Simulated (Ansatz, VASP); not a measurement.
**One calculation of HfN, two programs**

Contents of INCAR:

```
  PREC = Accurate
  ENCUT = 520
  EDIFF = 1E-7
  ISMEAR = -1
  SIGMA = 0.05
  LREAL = F
  LASPH = T
  NELM = 80
  ALGO = Normal
  ISIF = 2
  LWAVE = F
  LCHARG = F
  GGA = PE
  NBANDS = 14
```

The input KPOINTS:

```
regular mesh
0
Gamma
  9 9 9
```

File POSCAR:

```
HfN
1.0
    0.0000000000      2.4710795731      2.4710795731
    2.4710795731      0.0000000000      2.4710795731
    2.4710795731      2.4710795731      0.0000000000
Hf N
1 1
Direct
    0.0000000000      0.0000000000      0.0000000000
    0.2500000000      0.2500000000      0.2500000000
```

input.yaml

```yaml
crystal:
  lattice:
    - [0.0, 2.4710795731, 2.4710795731]
    - [2.4710795731, 0.0, 2.4710795731]
    - [2.4710795731, 2.4710795731, 0.0]
  atoms:
    - { symbol: Hf, position: [0.0, 0.0, 0.0] }
    - { symbol: "N", position: [0.25, 0.25, 0.25] }
hamiltonian:
  xc: pbe
  pseudopotentials: { kind: paw }
kpoints:
  mp_grid: { grid: [9, 9, 9] }
scf:
  occupations: { method: fermi_dirac, width: 0.05 }
output:
  forces: true
  stress: true
  eigenvalues: true
```

Change from the starting cell: volume scaled by 1.02.

Alike in both runs: task single point; functional PBE; k mesh 9 × 9 × 9; occupations fermi-dirac, width 0.05 eV; no spin polarisation.

```csv
,VASP,Ansatz
version,VASP 6.6.1,Ansatz 0.2.0
potentials or method,"VASP PAW PBE potentials, release 64 (Hf_pv, N)",Ansatz PAW
plane-wave cutoff (eV),520,420
valence electrons in the cell,15,31
```

|  | VASP | Ansatz | Ansatz less VASP |
| --- | --- | --- | --- |
| gap on the k mesh at the Fermi level (eV) | none | none | - |
| pressure (GPa) | -4.0 | -2.9 | +1.07 |

A gap of «none» marks a metal or a gap that the smearing closes. The functional is the same, so the differences come from potentials, cutoffs and numerics. The two sets of potentials don't hold the same shells in valence.

Caveats: the pressure holds a Pulay correction of +0.4 GPa for the finite cutoff (Ansatz). Spin-orbit coupling is left out, which matters for the levels of Hf.
